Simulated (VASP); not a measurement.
**CuI (Marshite): how numerical settings change the zone-centre modes**

How far do the zone-centre frequencies of CuI (Marshite) depend on the numerical settings? The starting structure is a measured crystal structure from the Crystallography Open Database.

Main program and level: VASP 6.6.1; Kohn-Sham DFT with plane waves and PAW; LDA.

The database entry behind the starting cell differs from later determinations by our own check (about 0.15 % long (mineral sample)), so it need not match the best structure at ambient conditions.

### Step 1. The starting structure

It takes space group F-43m (No. 216, cubic). The conventional cell has a = 6.063 Å, b = 6.063 Å, c = 6.063 Å, α = 90.00°, β = 90.00°, γ = 90.00°. Nearest to I lie 4 Cu at 2.63 Å. Nearest to Cu lie 4 I at 2.63 Å. Farther neighbours and most contacts between anions are not listed.

### Step 2. Reference modes

The cell comes from a relaxation at this level, not shown (50.36 Å³).

INCAR

```
SYSTEM = CuI
PREC = Accurate
ENCUT = 450
EDIFF = 1E-08
NELM = 100
ISMEAR = 0
SIGMA = 0.03
LREAL = .FALSE.
ALGO = Normal
GGA = CA
NBANDS = 15
LORBIT = 11
LWAVE = .FALSE.
LCHARG = .FALSE.
KPAR = 2
IBRION = 8
LEPSILON = .TRUE.
ISIF = 2
```

POSCAR

```
CuI
1.0
    0.0000000000      2.9309762125      2.9309762125
    2.9309762125      0.0000000000      2.9309762125
    2.9309762125      2.9309762125      0.0000000000
I Cu
1 1
Direct
    0.0000000000      0.0000000000      0.0000000000
    0.7500000000      0.7500000000      0.7500000000
```

KPOINTS

```
Automatic mesh
0
Gamma
6 6 6
0 0 0
```

The projector-augmented-wave data sets are I and Cu (LDA family, release 64).

Launch:

```console
$ mpirun -np 2 vasp_std
```

What it wrote:

```text
[banner, memory and clock lines left out]
running    2 mpi-ranks, on    1 nodes
 distrk:  each k-point on    1 cores,    2 groups
 distr:  one band on    1 cores,    1 groups

 POSCAR found type information on POSCAR I Cu
 POSCAR found :  2 types and       2 ions
 LDA part: xc-table for (Slater(with rela. corr.)+CA(PZ))
 , standard interpolation
 POSCAR, INCAR and KPOINTS ok, starting setup
 FFT: planning ... GRIDC
 FFT: planning ... GRID_SOFT
 FFT: planning ... GRID
 WAVECAR not read
 entering main loop
       N       E                     dE             d eps       ncg     rms          rms(c)
DAV:   1     0.900914269847E+02    0.90091E+02   -0.69050E+03   480   0.116E+03
DAV:   2    -0.109425909121E+01   -0.91186E+02   -0.83469E+02   508   0.232E+02
DAV:   3    -0.714880714765E+01   -0.60545E+01   -0.59678E+01   628   0.635E+01
DAV:   4    -0.731610973986E+01   -0.16730E+00   -0.16722E+00   565   0.102E+01
DAV:   5    -0.732498509831E+01   -0.88754E-02   -0.88751E-02   740   0.264E+00    0.642E+00
DAV:   6    -0.721672816135E+01    0.10826E+00   -0.39894E+00   487   0.593E+01    0.404E+00
DAV:   7    -0.699978341063E+01    0.21694E+00   -0.95836E-01   536   0.359E+01    0.199E+00
DAV:   8    -0.699661671725E+01    0.31667E-02   -0.54960E-02   768   0.380E+00    0.536E-01
DAV:   9    -0.699257389552E+01    0.40428E-02   -0.11328E-02   627   0.339E+00    0.268E-01
DAV:  10    -0.699259894592E+01   -0.25050E-04   -0.65566E-04   599   0.176E-01    0.189E-01
DAV:  11    -0.699242544579E+01    0.17350E-03   -0.90849E-04   606   0.107E+00    0.412E-02
DAV:  12    -0.699242752694E+01   -0.20812E-05   -0.11506E-04   716   0.150E-01    0.436E-02
DAV:  13    -0.699242670742E+01    0.81952E-06   -0.29488E-06   613   0.119E-02    0.193E-02
DAV:  14    -0.699242559666E+01    0.11108E-05   -0.14945E-06   754   0.341E-02    0.813E-03
DAV:  15    -0.699242542375E+01    0.17292E-06   -0.77311E-07   762   0.224E-02    0.544E-03
DAV:  16    -0.699242540996E+01    0.13789E-07   -0.15268E-07   652   0.124E-02    0.107E-03
DAV:  17    -0.699242540430E+01    0.56541E-08   -0.23958E-08   479   0.403E-03
   1 F= -.69924254E+01 E0= -.69924254E+01  d E =-.112123E-23
 Linear response reoptimize wavefunctions to high precision
DAV:   1    -0.699242540349E+01    0.81377E-09   -0.60994E-09   668   0.175E-03
DAV:   2    -0.699242540355E+01   -0.59345E-10   -0.53206E-10   331   0.151E-04
 Linear response G [H, r] |phi>, progress :
  Direction:   1
       N       E                     dE             d eps       ncg     rms
RMM:   1    -0.631813857024E+02   -0.63181E+02    0.68798E+01   699   0.216E+02
RMM:   2    -0.630508942694E+02    0.13049E+00   -0.10590E+01   737   0.521E+01
RMM:   3    -0.652994076718E+02   -0.22485E+01   -0.80273E+00   839   0.196E+01
RMM:   4    -0.654999750457E+02   -0.20057E+00   -0.79708E-01   867   0.554E+00
RMM:   5    -0.655127708747E+02   -0.12796E-01   -0.47411E-02   848   0.153E+00
RMM:   6    -0.655135208411E+02   -0.74997E-03   -0.43487E-03   873   0.478E-01
RMM:   7    -0.655136376063E+02   -0.11677E-03   -0.49315E-04   860   0.157E-01
RMM:   8    -0.655136610676E+02   -0.23461E-04    0.13602E-04   845   0.389E-02
RMM:   9    -0.655136775186E+02   -0.16451E-04    0.10256E-05   868   0.125E-02
RMM:  10    -0.655136749853E+02    0.25333E-05    0.40435E-05   854   0.412E-03
RMM:  11    -0.655136780240E+02   -0.30387E-05    0.10736E-05   851   0.161E-03
RMM:  12    -0.655136766270E+02    0.13970E-05    0.24779E-05   734   0.815E-04
RMM:  13    -0.655136778971E+02   -0.12702E-05    0.12078E-05   627   0.562E-04
RMM:  14    -0.655136772107E+02    0.68637E-06    0.18960E-05   535   0.527E-04
RMM:  15    -0.655136774402E+02   -0.22950E-06    0.16669E-05   488   0.514E-04
RMM:  16    -0.655136754804E+02    0.19599E-05    0.36270E-05   458   0.538E-04
 Linear response G [H, r] |phi>, progress :
  Direction:   2
       N       E                     dE             d eps       ncg     rms
RMM:   1    -0.616434358714E+02   -0.61643E+02    0.63079E+01   707   0.217E+02
RMM:   2    -0.646828787731E+02   -0.30394E+01   -0.93377E+00   740   0.503E+01
RMM:   3    -0.669224615055E+02   -0.22396E+01   -0.78646E+00   831   0.193E+01
RMM:   4    -0.671267375569E+02   -0.20428E+00   -0.83303E-01   868   0.554E+00
RMM:   5    -0.671385555566E+02   -0.11818E-01   -0.42235E-02   850   0.150E+00
RMM:   6    -0.671393337333E+02   -0.77818E-03   -0.48003E-03   876   0.488E-01
RMM:   7    -0.671394553826E+02   -0.12165E-03   -0.49237E-04   851   0.158E-01
RMM:   8    -0.671394768361E+02   -0.21453E-04    0.96598E-05   852   0.396E-02
RMM:   9    -0.671394911578E+02   -0.14322E-04   -0.38888E-06   868   0.121E-02
RMM:  10    -0.671394990712E+02   -0.79133E-05   -0.78242E-05   848   0.398E-03
RMM:  11    -0.671394909986E+02    0.80725E-05    0.30928E-06   858   0.164E-03
RMM:  12    -0.671394952225E+02   -0.42239E-05   -0.39093E-05   741   0.970E-04
RMM:  13    -0.671394930740E+02    0.21485E-05   -0.17598E-05   640   0.712E-04
RMM:  14    -0.671394953625E+02   -0.22885E-05   -0.40471E-05   551   0.690E-04
RMM:  15    -0.671394934437E+02    0.19187E-05   -0.21282E-05   493   0.642E-04
RMM:  16    -0.671394962343E+02   -0.27906E-05   -0.49189E-05   464   0.679E-04
 Linear response G [H, r] |phi>, progress :
  Direction:   3
       N       E                     dE             d eps       ncg     rms
[...]
dielectric tensor                  component  1 :     7.589     1.697     0.607
 Linear response to external field, progress :
  Direction:   2
       N       E                     dE             d eps       ncg     rms          rms(c)
RMM:   1    -0.455572712010E+00   -0.45557E+00    0.10288E-01  1937   0.194E+01
RMM:   2    -0.950691218587E+00   -0.49512E+00    0.74910E-02  2168   0.261E+00    0.133E+00
RMM:   3    -0.930612185171E+00    0.20079E-01    0.20893E-02  2163   0.157E+00    0.798E-01
RMM:   4    -0.948643721047E+00   -0.18032E-01   -0.31858E-02  2269   0.131E+00    0.148E-01
RMM:   5    -0.953485191413E+00   -0.48415E-02   -0.52448E-03  2314   0.454E-01    0.601E-02
RMM:   6    -0.956514180830E+00   -0.30290E-02   -0.51320E-04  2301   0.170E-01    0.231E-02
RMM:   7    -0.956550553443E+00   -0.36373E-04   -0.32807E-05  2178   0.758E-02    0.196E-02
RMM:   8    -0.956578926450E+00   -0.28373E-04   -0.20730E-05  2260   0.361E-02    0.106E-02
RMM:   9    -0.956691690497E+00   -0.11276E-03   -0.21730E-06  2461   0.139E-02    0.329E-03
RMM:  10    -0.956689592751E+00    0.20977E-05   -0.71386E-07  2423   0.462E-03    0.159E-03
RMM:  11    -0.956688005106E+00    0.15876E-05   -0.34860E-07  2455   0.172E-03    0.448E-04
RMM:  12    -0.956690424223E+00   -0.24191E-05    0.16451E-07  2439   0.682E-04    0.637E-05
RMM:  13    -0.956689429416E+00    0.99481E-06    0.18257E-08  2341   0.259E-04    0.693E-05
RMM:  14    -0.956689841878E+00   -0.41246E-06    0.20478E-08  1764   0.112E-04    0.772E-06
 change of polarisation eV/A/(eV/A) component  2 :     0.472     1.834     0.139
 dielectric tensor                  component  2 :     1.697     7.589     0.500
 Linear response to external field, progress :
  Direction:   3
       N       E                     dE             d eps       ncg     rms          rms(c)
RMM:   1    -0.455555670383E+00   -0.45556E+00    0.10305E-01  1937   0.194E+01
RMM:   2    -0.950630466795E+00   -0.49507E+00    0.75566E-02  2169   0.261E+00    0.133E+00
RMM:   3    -0.930643864160E+00    0.19987E-01    0.20712E-02  2164   0.157E+00    0.798E-01
RMM:   4    -0.948680610363E+00   -0.18037E-01   -0.32070E-02  2271   0.131E+00    0.148E-01
RMM:   5    -0.953465221446E+00   -0.47846E-02   -0.52583E-03  2312   0.454E-01    0.604E-02
RMM:   6    -0.956505118818E+00   -0.30399E-02   -0.48916E-04  2294   0.171E-01    0.231E-02
RMM:   7    -0.956554317751E+00   -0.49199E-04   -0.62214E-05  2184   0.768E-02    0.197E-02
RMM:   8    -0.956577317532E+00   -0.23000E-04   -0.20447E-05  2261   0.360E-02    0.107E-02
RMM:   9    -0.956690943125E+00   -0.11363E-03   -0.93346E-07  2457   0.138E-02    0.318E-03
RMM:  10    -0.956689476059E+00    0.14671E-05   -0.59655E-07  2416   0.463E-03    0.155E-03
RMM:  11    -0.956688231823E+00    0.12442E-05   -0.20027E-07  2454   0.173E-03    0.444E-04
RMM:  12    -0.956690644866E+00   -0.24130E-05   -0.84924E-08  2436   0.686E-04    0.719E-05
RMM:  13    -0.956689476384E+00    0.11685E-05   -0.79248E-10  2365   0.265E-04    0.761E-05
RMM:  14    -0.956689623641E+00   -0.14726E-06   -0.27718E-08  1803   0.114E-04    0.107E-05
RMM:  15    -0.956689474773E+00    0.14887E-06    0.33638E-08  1425   0.695E-05    0.116E-05
RMM:  16    -0.956689586324E+00   -0.11155E-06   -0.46876E-08  1166   0.564E-05    0.845E-07
 change of polarisation eV/A/(eV/A) component  3 :     0.358     0.284     1.834
 dielectric tensor                  component  3 :     1.285     1.020     7.589
 Linear response DOF=           2
 Linear response progress:
  Degree of freedom:   1/  2
       N       E                     dE             d eps       ncg     rms          rms(c)
RMM:   1    -0.760618377717E-01   -0.76062E-01    0.91023E-02  3033   0.240E+00
RMM:   2    -0.771949169946E-01   -0.11331E-02   -0.68051E-03  2167   0.100E+00    0.109E-01
RMM:   3    -0.778860426031E-01   -0.69113E-03   -0.24691E-03  2424   0.340E-01    0.479E-02
RMM:   4    -0.779402285245E-01   -0.54186E-04   -0.22362E-04  2484   0.100E-01    0.463E-02
RMM:   5    -0.779854562490E-01   -0.45228E-04   -0.26984E-05  2366   0.364E-02    0.370E-03
RMM:   6    -0.779731147745E-01    0.12341E-04   -0.29669E-06  2410   0.111E-02    0.131E-03
RMM:   7    -0.779616631635E-01    0.11452E-04   -0.18525E-07  2397   0.452E-03    0.743E-04
RMM:   8    -0.779587925506E-01    0.28706E-05   -0.19251E-07  2273   0.227E-03    0.673E-04
RMM:   9    -0.779578695932E-01    0.92296E-06   -0.21741E-08  2597   0.956E-04    0.594E-04
RMM:  10    -0.779580739632E-01   -0.20437E-06   -0.21909E-08  2464   0.269E-04    0.218E-04
RMM:  11    -0.779575687270E-01    0.50524E-06   -0.31089E-09  2500   0.141E-04    0.118E-04
RMM:  12    -0.779575303860E-01    0.38341E-07    0.93002E-09  2519   0.656E-05    0.610E-05
RMM:  13    -0.779574722415E-01    0.58145E-07    0.10034E-08  2420   0.472E-05    0.362E-06
RMM:  14    -0.779574525661E-01    0.19675E-07    0.70882E-09  2584   0.367E-05    0.179E-06
RMM:  15    -0.779574505550E-01    0.20111E-08    0.86970E-09  2415   0.310E-05    0.772E-07
 first order change of Fermi-energy   0.39064E-03
 force on displaced ion       1 direction 1 :  -3.775  -0.000  -0.000
 Born effective charge ion    1 direction 1 :  -1.142   0.000   0.000
 Linear response progress:
  Degree of freedom:   2/  2
       N       E                     dE             d eps       ncg     rms          rms(c)
RMM:   1    -0.246895738973E+00   -0.24690E+00   -0.12749E-01  1957   0.512E+00
RMM:   2    -0.246967723702E+00   -0.71985E-04   -0.84622E-03  1910   0.109E+00    0.854E-02
RMM:   3    -0.247322596134E+00   -0.35487E-03   -0.10747E-03  2165   0.263E-01    0.518E-02
RMM:   4    -0.247657849406E+00   -0.33525E-03   -0.10286E-04  2276   0.797E-02    0.536E-03
RMM:   5    -0.247643292620E+00    0.14557E-04   -0.60796E-06  2306   0.193E-02    0.398E-03
RMM:   6    -0.247637507201E+00    0.57854E-05   -0.63412E-07  2359   0.731E-03    0.183E-03
RMM:   7    -0.247644099028E+00   -0.65918E-05   -0.16359E-07  2366   0.317E-03    0.110E-03
RMM:   8    -0.247642201566E+00    0.18975E-05   -0.26026E-08  2228   0.119E-03    0.340E-04
RMM:   9    -0.247641640823E+00    0.56074E-06   -0.25883E-09  2238   0.516E-04    0.156E-04
RMM:  10    -0.247641634558E+00    0.62652E-08   -0.33458E-09  2410   0.188E-04    0.389E-05
 first order change of Fermi-energy   0.77563E-05
 force on displaced ion       2 direction 1 :  -3.820  -0.000  -0.000
 Born effective charge ion    2 direction 1 :   1.024   0.000   0.000
 Born effective charges drift removed
 Linear response finished
```

Wall time 3.3 min (2 MPI ranks of AMD EPYC 7R43, shared host); peak memory 0.37 GiB.

Lines that name or quote the potential files are left out of all logs, and their timing lines are given in words.

From OUTCAR (step 2):

```text
ion  position               nearest neighbor table
   1  0.000  0.000  0.000-   2 2.54   2 2.54   2 2.54   2 2.54
   2  0.750  0.750  0.750-   1 2.54   1 2.54   1 2.54   1 2.54

  LATTYP: Found a face centered cubic cell.
 ALAT       =     5.8619524250

 Subroutine GETGRP returns: Found 24 space group operations
 (whereof 24 operations were pure point group operations)

The static configuration has the point symmetry T_d .

 Found     16 irreducible k-points:

   k-points           NKPTS =     16   k-points in BZ     NKDIM =     16   number of bands    NBANDS=     15

   dimension x,y,z NGX =    30 NGY =   30 NGZ =   30
   dimension x,y,z NGXF=    60 NGYF=   60 NGZF=   60

   ENCUT  =  450.0 eV  33.07 Ry    5.75 a.u.   7.17  7.17  7.17*2*pi/ulx,y,z

   NELECT =      18.0000    total number of electrons

 k-points in reciprocal lattice and weights: Automatic mesh
   0.00000000  0.00000000  0.00000000       0.005
   0.16666667  0.00000000  0.00000000       0.037
   0.33333333  0.00000000  0.00000000       0.037
   0.50000000  0.00000000  0.00000000       0.019
   0.16666667  0.16666667  0.00000000       0.028
   0.33333333  0.16666667  0.00000000       0.111
   0.50000000  0.16666667  0.00000000       0.111
  -0.33333333  0.16666667  0.00000000       0.111
  -0.16666667  0.16666667  0.00000000       0.056
[...]
-0.33333333  0.33333333  0.16666667       0.111
  -0.33333333  0.50000000  0.16666667       0.056

 average (electrostatic) potential at core
       1 -92.0926       2 -66.0748

  Total       -0.0044947     -0.0044947     -0.0044947      0.0000000      0.0000000      0.0000000
  in kB       -0.1430014     -0.1430014     -0.1430014      0.0000000      0.0000000      0.0000000
  external PRESSURE =      -0.1430014 kB  Pullay stress =       0.0000000 kB

  energy-cutoff  :      450.00
  volume of cell :       50.36
      direct lattice vectors                 reciprocal lattice vectors
     0.000000000  2.930976213  2.930976213    -0.170591627  0.170591627  0.170591627
     2.930976213  0.000000000  2.930976213     0.170591627 -0.170591627  0.170591627
     2.930976213  2.930976213  0.000000000     0.170591627  0.170591627 -0.170591627

 POSITION                                       TOTAL-FORCE (eV/Angst)
 -----------------------------------------------------------------------------------
      0.00000      0.00000      0.00000         0.000000      0.000000      0.000000
      4.39646      4.39646      4.39646        -0.000000     -0.000000     -0.000000
 -----------------------------------------------------------------------------------
    total drift:                               -0.000000     -0.000000     -0.000000

 MACROSCOPIC STATIC DIELECTRIC TENSOR (including local field effects in DFT)
 ------------------------------------------------------
           7.589111     0.000000     0.000000
           0.000000     7.589111     0.000000
          -0.000000     0.000000     7.589111
 ------------------------------------------------------

 PIEZOELECTRIC TENSOR (including local field effects)  for field in x, y, z        (C/m^2)
          XX          YY          ZZ          XY          YZ          ZX
  --------------------------------------------------------------------------------
  x     0.00000    -0.00000    -0.00000     0.00000    -0.34066     0.00000
  y     0.00000    -0.00000     0.00000     0.00000     0.00000    -0.34066
  z     0.00000     0.00000     0.00000    -0.34066     0.00000     0.00000

 BORN EFFECTIVE CHARGES (including local field effects) (in |e|, cummulative output)
 ---------------------------------------------------------------------------------
 ion    1
    1    -1.08373    -0.00000    -0.00000
    2     0.00000    -1.08373    -0.00000
    3     0.00000     0.00000    -1.08373
 ion    2
    1     1.08373     0.00000     0.00000
    2    -0.00000     1.08373     0.00000
    3    -0.00000    -0.00000     1.08373

 Eigenvectors and eigenvalues of the dynamical matrix
 ----------------------------------------------------

   1 f  =    4.686565 THz    29.446556 2PiTHz  156.326978 cm-1    19.382066 meV
             X         Y         Z           dx          dy          dz
      0.000000  0.000000  0.000000    -0.575331    0.000000    0.000000
      4.396464  4.396464  4.396464     0.817920    0.000000    0.000000

   2 f  =    4.686565 THz    29.446556 2PiTHz  156.326978 cm-1    19.382066 meV
             X         Y         Z           dx          dy          dz
      0.000000  0.000000  0.000000     0.000000    0.000000   -0.575331
      4.396464  4.396464  4.396464     0.000000    0.000000    0.817920

   3 f  =    4.686565 THz    29.446556 2PiTHz  156.326978 cm-1    19.382066 meV
             X         Y         Z           dx          dy          dz
      0.000000  0.000000  0.000000     0.000000   -0.575331   -0.000000
      4.396464  4.396464  4.396464     0.000000    0.817920   -0.000000

   4 f/i=    0.013214 THz     0.083025 2PiTHz    0.440764 cm-1     0.054648 meV
             X         Y         Z           dx          dy          dz
      0.000000  0.000000  0.000000     0.000000    0.806179   -0.138089
      4.396464  4.396464  4.396464     0.000000    0.567073   -0.097133

   5 f/i=    0.013214 THz     0.083025 2PiTHz    0.440764 cm-1     0.054648 meV
             X         Y         Z           dx          dy          dz
      0.000000  0.000000  0.000000    -0.817920    0.000000    0.000000
      4.396464  4.396464  4.396464    -0.575331    0.000000    0.000000

   6 f/i=    0.013214 THz     0.083025 2PiTHz    0.440764 cm-1     0.054648 meV
             X         Y         Z           dx          dy          dz
      0.000000  0.000000  0.000000     0.000000    0.138089    0.806179
      4.396464  4.396464  4.396464     0.000000    0.097133    0.567073

 MACROSCOPIC STATIC DIELECTRIC TENSOR IONIC CONTRIBUTION
 ------------------------------------------------------
           1.111242    -0.000000     0.000000
          -0.000000     1.111242    -0.000000
           0.000000    -0.000000     1.111242
 ------------------------------------------------------

 ELASTIC MODULI CONTR FROM IONIC RELAXATION (kBar)
 Direction    XX          YY          ZZ          XY          YZ          ZX
 --------------------------------------------------------------------------------
 XX          -0.0000      0.0000      0.0000      0.0000      0.0000      0.0000
 YY           0.0000     -0.0000      0.0000      0.0000      0.0000      0.0000
 ZZ           0.0000      0.0000     -0.0000      0.0000      0.0000      0.0000
 XY           0.0000      0.0000      0.0000   -213.7796      0.0000      0.0000
 YZ           0.0000      0.0000      0.0000      0.0000   -213.7796      0.0000
 ZX           0.0000      0.0000      0.0000      0.0000      0.0000   -213.7796
 --------------------------------------------------------------------------------

 PIEZOELECTRIC TENSOR IONIC CONTR  for field in x, y, z        (C/m^2)
          XX          YY          ZZ          XY          YZ          ZX
  --------------------------------------------------------------------------------
  x    -0.00000    -0.00000    -0.00000     0.00000     0.45863     0.00000
  y     0.00000    -0.00000    -0.00000     0.00000    -0.00000     0.45863
  z     0.00000     0.00000    -0.00000     0.45863    -0.00000    -0.00000
```

Energies printed during the response cycles are not total energies of the cell.

Reference: the zone-centre mode is T2 156.3 cm⁻¹.

(Continued in part 2 of 2.)

[Lines on the potential files, build, host, timing and source positions are cut from VASP's logs without a mark.]

[Logs are printed without paths, hosts, clocks, repeated set-up lines and the standing remarks that a program may print on its own settings, such as how far it seeks lower states.]

[Hosts, paths, dates, database ids (printed as entryN), source tags and the programs' standing remarks are cut or masked in the printed files.]
